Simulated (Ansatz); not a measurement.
Write the native input for Ansatz 0.2.0 that does the following.

```
Task                : relaxation of the atoms
Functional          : LDA
Potentials or basis : all-electron LAPW, scalar-relativistic
Basis error allowed : 0.001 eV/atom
k mesh              : 9 × 9 × 5
Occupations         : methfessel-paxton, width 0.1 eV
Spin                : no spin polarisation
```

Zr:

```
Zr
1.0
     3.48157    0.00000    0.00000
    -1.74078    3.01512    0.00000
     0.00000    0.00000    5.54444
Zr
2
Direct
  0.66667 0.33333 0.75000
  0.33333 0.66667 0.25000
```

The cell isn't the ideal one: volume scaled by 1.25.

The input as run:

input.yaml

```yaml
crystal:
  lattice:
    - [3.4815664591, 0.0, 0.0]
    - [-1.7407832295, 3.0151249985, 0.0]
    - [0.0, 0.0, 5.5444376748]
  atoms:
    - { symbol: Zr, position: [0.6666666667, 0.3333333333, 0.75] }
    - { symbol: Zr, position: [0.3333333333, 0.6666666667, 0.25] }
kpoints:
  mp_grid: { grid: [9, 9, 5] }
scf:
  occupations: { method: methfessel_paxton, width: 0.1 }
hamiltonian:
  xc: lda
  pseudopotentials: { kind: all_electron, lapw: { basis_error: 0.001 } }
output:
  forces: true
  stress: true
relax:
  f_tol: 0.02
  max_steps: 60
```

Potentials or basis: all-electron LAPW, scalar-relativistic.

Launch:

```bash
$ ansatz run input.yaml --threads 1 --pin off --max-ram 3072MiB --backend cpu --events-out ev --progress --plain --runs-dir out
```

Results of the run:

* Pressure after relaxing: -18.4 GPa

Caveat: the relaxation stopped at its first step, so nothing moved.

Run time: 5.7 s on 1 thread of Arm Neoverse V2, with other jobs on the host, peak memory 0.28 GiB.
